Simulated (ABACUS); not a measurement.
CdSe (Cadmoselite) in ABACUS: the effect of functional

The system is CdSe (Cadmoselite).

```xyz
4
Lattice="4.3843 0.0000 0.0000 -2.1922 3.7969 0.0000 0.0000 0.0000 7.1577" Properties=species:S:1:pos:R:3 pbc="T T T"
Cd    2.1922    1.2656    3.5788
Cd    0.0000    2.5313    0.0000
Se    2.1922    1.2656    6.3345
Se    0.0000    2.5313    2.7557
```

The cell isn't the ideal one: volume scaled by 1.06.

Alike in all runs:

| Property | Result |
| --- | --- |
| Program | ABACUS 3.10.1 |
| Task | equation of state |
| Potentials or basis | PseudoDojo NC SR 0.4.1 PBE standard |
| Cutoff | 1401 eV |
| Density cutoff | 5606 eV |
| Basis | DZP LCAO (the cutoffs set its grid) |
| k mesh | 5 × 5 × 3 |
| Occupations | fermi-dirac, width 0.05 eV |
| Spin | no spin polarisation |

```csv
functional,gap on the mesh (eV),pressure (GPa),largest force (eV/Å)
LDA,0.49,-4.1,0.25
PBEsol,?,?,?
PW91,0.70,0.3,0.27
AM05,0.70,-1.5,0.25
```

Problem. What does the run with functional PBEsol give?

Solution. gap on the mesh 0.64 eV; pressure -2.1 GPa; largest force 0.26 eV/Å.

Caveats: the atomic orbitals were generated for these runs and aren't a published set; the potentials were made for another functional, which shifts forces and pressure; the basis of atomic orbitals isn't converged, which shifts pressures, moduli and gaps.

Runs at the PBE level aren't shown here.
